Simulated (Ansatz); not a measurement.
Consider the formal exchange of groups at the In–C bond: `[CH3][In]([NH2])[CH]=O` + acetic acid → `[CH3][In]([NH2])[OH]` + `CC(=O)C=O`.

Isolated molecules relaxed with PBE0-D4/def2-TZVP in Ansatz; ΔE leaves out vibrations. CBS: MP2 limit from def2 TZ/QZ plus the TZ coupled-cluster correction, frozen cores. DFT in def2-TZVPP. B3LYP here is the variant with VWN-RPA as its local correlation; programs differ in this. def2 core potentials past Kr. For In outer-core shells are correlated without core-valence functions, which leaves a few kJ/mol of doubt a bond. Each species was taken in one conformer, which may not be the lowest.

```
             level  ΔE (kcal/mol)  difference from CCSD(T)/CBS
       LDA (SPW92)           -0.1                          8.2
           BLYP-D4           -3.7                          4.6
            B97M-V           -4.8                          3.5
           PBE0-D4           -3.0                          5.3
          B3LYP-D4           -4.2                          4.1
           ωB97X-V           -5.0                          3.3
            B2PLYP           -5.7                          2.6
              BLYP           -3.2                          5.1
              PBE0           -2.9                          5.4
             B3LYP           -3.8                          4.5
           r2SCANh           -3.6                          4.7
             BHLYP           -4.8                          3.5
         CAM-B3LYP           -4.6                          3.7
RPA@PBE/def2-TZVPP           -6.2                          2.1
       HF/def2-SVP           -1.6                          6.7
CCSD(T)/def2-TZVPP           -6.4                          1.9
       CCSD(T)/CBS           -8.3                            0
```

Largest T1 diagnostic among the species: 0.016.

From PBE to PBE0 (25 % exact exchange), in def2-TZVPP and without D4, ΔE moves by −0.9 kcal/mol. In def2-TZVPP, CCSD(T) changes the Hartree–Fock value by −1.2 kcal/mol (the triples alone add +0.0 kcal/mol) and MP2 by −2.6 kcal/mol. At CCSD(T), def2-SVP lies +5.1 kcal/mol from the extrapolated value and def2-TZVPP +1.9 kcal/mol.

CCSD(T)/CBS has its own doubt, a few kJ/mol and more with outer-core shells, so smaller differences from it don't rank the levels.
